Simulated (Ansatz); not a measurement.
Structure from Materials Project entry mp-7761 (possibly hypothetical), not relaxed further.

Sb: DFT, r2SCAN, PAW with Ansatz's default frozen-core files, scalar-relativistic (Ansatz 0.2.0).

Command: `ansatz run input.yaml --threads 1 --pin off --max-ram 2048MiB --backend cpu --events-out ev --progress --plain --runs-dir out` The run took 11 s on 1 thread of Arm Neoverse V1 (shared host), peak memory 0.38 GiB.

```yaml
crystal:
  lattice:
    - [-1.8713408863, 1.8713408863, 1.8713408863]
    - [1.8713408863, -1.8713408863, 1.8713408863]
    - [1.8713408863, 1.8713408863, -1.8713408863]
  atoms:
    - { symbol: Sb, position: [0.0, 0.0, 0.0] }
kpoints:
  mp_grid: { grid: [12, 12, 12] }
  band_path:
    path:
      - [0.0, 0.0, 0.0]
      - [0.5, -0.5, 0.5]
      - [0.0, 0.0, 0.5]
      - [0.0, 0.0, 0.0]
      - [0.25, 0.25, 0.25]
      - [0.5, -0.5, 0.5]
      - [0.25, 0.25, 0.25]
      - [0.0, 0.0, 0.5]
    npoints: 14
scf:
  occupations: { method: fermi_dirac, width: 0.08 }
hamiltonian:
  xc: r2scan
  pseudopotentials: { kind: paw }
output:
  forces: true
  stress: true
  eigenvalues: true
  efg: { contact_densities: true }
  populations: true
  bader: true
  dos: { projected: true, de: 0.2, e_range: [-14, 8] }
  write_density: true
  write_potential: true
  elf: true
  volumetric_format: npy
```

Output:

```
Sb: output.efg is read without spin–orbit coupling, which moves field gradients at and beside such atoms by some per cent and up to a factor of two; PAW files take it under magnetization.noncollinear and magnetization.spin_orbit
Engine: ansatz 0.2.0
Pseudopotentials: kind: paw
Pseudopotential: Sb, paw, valence charge 15, recommended cutoff 500 eV (meta_gga)
Functional definition: r2SCAN
  parameter k0 = 0.174
  parameter k1 = 0.065
  parameter a1 = 4.9479
  exchange = r2scan_x(k0 = k0, k1 = k1, a1 = a1)
  correlation = r2scan_c
Crystal: 1 atoms, lattice volume = 26.213 Å³
Basis set: ecut = 500 eV, 675 PW (Γ), exchange–correlation on 96×96×96 points (64 copies of the dense FFT grid, shifted against one another)
Bands: 12, of which v1, the nominal top of the filled ones, is band 8 counted from 1 (7 counted from 0)
Symmetry: 48 space group operations
Space group: Im-3m (ITA 229), of the structure as read, at distance tolerance 3.0e-5 Å
k-points: 72 of 1728
Non-local potential: Sb, projectors of the file, l = 0: 2, l = 1: 2, l = 2: 2, l = 3: 2
PAW form: soft (Blöchl's): semilocal exchange-correlation on the pseudo side does not see the compensation charge
PAW frozen core: Sb, regenerated for the run's functional (the file was generated under x = pbe(κ = 0.804, μ = 0.2195149727645171), c = pbe(β = 0.06672455060314922))
PAW one-centre angular grid: Sb, 590 points (default); XC on 160 Gauss nodes
Initial density: superposition of atomic densities (neutral atoms: chi_scale 0, normalization atom), corrected by the library's trained network
Initial wavefunctions: pseudopotential atomic-orbital guess
Functional: x = r2scan, c = r2scan; τ floored in thin density (d = 2e-4 eV/Å³)
SCF iter   1: F=—  HF=-6498.767642 eV  |F-HF|=—  |Δ(HF+E_count)|=         —  Δρ=4.67e-3  dr2=1.88e-3  dr2_τ=2.62e-4  ethr=1.77e-3  ⟨swp⟩=5.1  Hψ=5183  notcnv=0
preconditioner: auto → Kerker (q_TF=auto, 2.486 Å⁻¹)  [metal: Δε(μ)=0.073 eV  Ē_g=13.390 eV  σ=0.080 eV  W_gap=0.23  n_scr=12 (ndim 8)  ℏωp=16.2 eV  f_vac=0.000  D(μ)=0.56/eV (n_scr^D=0)]
SCF iter   2: F=—  HF=-6498.779815 eV  |F-HF|=—  |Δ(HF+E_count)|=   1.22e-2  Δρ=2.59e-3  dr2=6.84e-4  dr2_τ=1.25e-5  ethr=1.25e-5  ⟨swp⟩=2.1  Hψ=2273  notcnv=0  defer=16
SCF iter   3: F=—  HF=-6498.780718 eV  |F-HF|=—  |Δ(HF+E_count)|=   9.03e-4  Δρ=7.46e-4  dr2=7.91e-5  dr2_τ=5.37e-6  ethr=4.56e-6  ⟨swp⟩=2.0  Hψ=1031  notcnv=0  defer=16
SCF iter   4: F=—  HF=-6498.780808 eV  |F-HF|=—  |Δ(HF+E_count)|=   9.07e-5  Δρ=1.80e-4  dr2=5.38e-6  dr2_τ=1.15e-7  ethr=5.28e-7  ⟨swp⟩=3.0  Hψ=1426  notcnv=0  defer=16
SCF iter   5: F=—  HF=-6498.780813 eV  |F-HF|=—  |Δ(HF+E_count)|=   4.62e-6  Δρ=5.99e-5  dr2=8.86e-7  dr2_τ=2.51e-8  ethr=3.59e-8  ⟨swp⟩=2.0  Hψ=1024  notcnv=0  defer=16
SCF iter   6: F=—  HF=-6498.780815 eV  |F-HF|=—  |Δ(HF+E_count)|=   1.75e-6  Δρ=1.96e-5  dr2=1.15e-7  dr2_τ=2.37e-9  ethr=5.91e-9  ⟨swp⟩=2.0  Hψ=1031  notcnv=0  defer=16
SCF iter   7: F=-6498.780815 eV  HF=-6498.780815 eV  |F-HF|=1.60e-8  |Δ(HF+E_count)|=   1.68e-7  Δρ=5.98e-6  dr2=1.05e-8  dr2_τ=1.75e-10  ethr=6.67e-10  ⟨swp⟩=9.9  Hψ=5194  notcnv=0
SCF 1 converged in 7 iterations: F = -6498.780815 eV  dr2 = 1.05e-8
  greatest PAW one-centre occupation: 0.994 electrons in one spin orbital (limit 2), on the Sb atom at site 0 (counted from 0), in its partial waves of l = 2
NSCF: frozen V_eff on 99 k-points
SCF converged after 7 iterations
Free energy (F): -6498.780815 eV
Harris-Foulkes:  -6498.780815 eV  (|F-HF|=1.60e-8)
Internal energy: -6498.769452 eV  (E = F + TS)
E sigma→0 (E₀):  -6498.775134 eV
Entropy (-TS):   -0.011362 eV (-11.362 meV/atom)
Fermi energy:    11.994647 eV
--- Per-component energies (eV) ---
  E_band       = -148.787937
  E_kinetic    = 206.223063
  E_local      = -1412.266436  (includes V_loc(G=0)·N_el)
  E_nonlocal   = 362.445753
  E_hartree    = 648.067796
  E_xc         = -127.393519
  E_vxc        = -102.974123  (∫ρ·V_xc dr)
  E_paw        = -4601.167987  (= ΣΔE_a)
  E_vpaw       = -505.343840  (= ΣTr[D̂ρ^β])
  E_aug_tail   = -0.000001  (compensation charges beyond the density's cutoff)
  E_vtau       = 6.994254  (kinetic-family band-sum trace: ∫τ·v_τ [+ j·A + Jᵃ·Aᵃ] dr)
  E_ewald      = -1575.184159
  E_core_change = 0.506037  (= ΣΔE_core)
  E_smearing   = -0.011362  (= −TS)
  E_closure    = 0.000000  (closes the sum)
  Σ components = -6498.780815   (vs F -6498.780815, Δ=0.00e0)
--- Forces (eV/Å), atoms counted from 1 ---
  atom   1  Sb    -0.00000000     0.00000000    -0.00000000
  max |Σ_I F_I| component: 1.97e-31 eV/Å
--- Stress (GPa, compression-positive) ---
        1.913766       0.000000      -0.000000
       -0.000000       1.913766      -0.000000
        0.000000       0.000000       1.913766
  P = ⅓ Tr σ = 1.9138 GPa (19.138 kbar)
--- PAW observables at the nuclei: V_zz in 10²¹ V/m², potentials from the cell's mean, atoms counted from 1 ---
  atom   1  Sb V_zz =    +0.000000   η = 0.0000   by run symmetry: forbidden
            electrostatic potential = -8412.366698 V   contact ρ = 1349295.936541 e/Å³
--- Band table (eV; the first three rows and the last of 72) ---
  k-point 0: bands = ["-18.1420", "-18.1420", "-18.1420", "-18.0565", "-18.0565", "-1.6997", "17.9843", "17.9843", "17.9843", "23.7495", "23.7495", "23.7495"]
  k-point 1: bands = ["-18.1437", "-18.1387", "-18.1326", "-18.0585", "-18.0570", "-1.5418", "16.8032", "17.4496", "17.8543", "22.5966", "22.6447", "24.1134"]
  k-point 2: bands = ["-18.1483", "-18.1305", "-18.1067", "-18.0634", "-18.0582", "-1.0694", "14.3439", "16.3669", "17.4911", "21.3266", "21.4948", "23.9104"]
  k-point 71: bands = ["-18.1451", "-18.1451", "-18.0122", "-18.0122", "-18.0122", "6.5088", "9.7098", "9.7098", "9.7098", "15.2954", "15.2954", "30.1262"]
--- Löwdin populations: 1 site ---
  site symbol       q [e]
     0     Sb     14.9429
  spilling = 0.003807 (of n_electrons = 15.000000)
--- Bader charges: 1 site ---
  site symbol  charge [e]  shift [e]
     0     Sb      0.0000     0.0000
  estimated error of the sums over rays = 5.0e-7 e
```

populations.tsv:

```
# site	symbol	l	j	q
# orbitals = lowdin
# n_electrons = 15.000000
# spilling = 0.003807
0	Sb	0_5S	-	1.867854
0	Sb	1_5P	-	3.076810
0	Sb	2_4D	-	9.998235
```

bader_charges.tsv:

```
# site	symbol	x_ang	y_ang	z_ang	partial_charge_e	electrons	volume_ang3	relative_density_drop	shared_charge_e	partial_wave_shift_e
# quadrature_error_electrons = 5.0e-7
0	Sb	0.0000	0.0000	0.0000	0.00000	51.00000	26.21	-	0.00000	0.00000
```
